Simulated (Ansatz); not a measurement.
Structure relaxation of CaSe

All numbers below come from Ansatz, DFT PBE, scalar-relativistic, plane waves, PAW. Cutoff 420 eV, Γ-centred k mesh, Gaussian smearing, no spin polarisation in the final step.

This is the end of a relaxation of cell and atoms.

```xyz
2
Lattice="3.6496 0.0000 0.0000 0.0000 3.6496 0.0000 0.0000 0.0000 3.6496" Properties=species:S:1:pos:R:3 pbc="T T T"
Ca    1.8248    1.8248    1.8248
Se    0.0000    0.0000    0.0000
```

The zero of energy is the elements' standard structures at the same level; no fitted shifts are applied.

**Question.** What space group does it have?

**Answer.** Pm-3m (No. 221). Conventional cell: a = 3.650 Å. Ca is coordinated by 8 Se at 3.16 Å and 6 Ca at 3.65 Å; around Se lie 8 Ca at 3.16 Å and 6 Se at 3.65 Å.

**Question.** How far does it lie from the elements in energy?

**Answer.** -1.688 eV/atom.

**Question.** Is it a metal?

**Answer.** No, the gap on the 8×8×8 mesh is 0.79 eV.

The final run used a 8×8×8 mesh on its 2-atom cell and 0.02 eV smearing. The cell came from a trial start, so CaSe may not exist in this structure.

Cost: 3 runs of about 1.8 core-minutes in all, on Intel Xeon (Skylake/Cascade Lake) (shared hosts).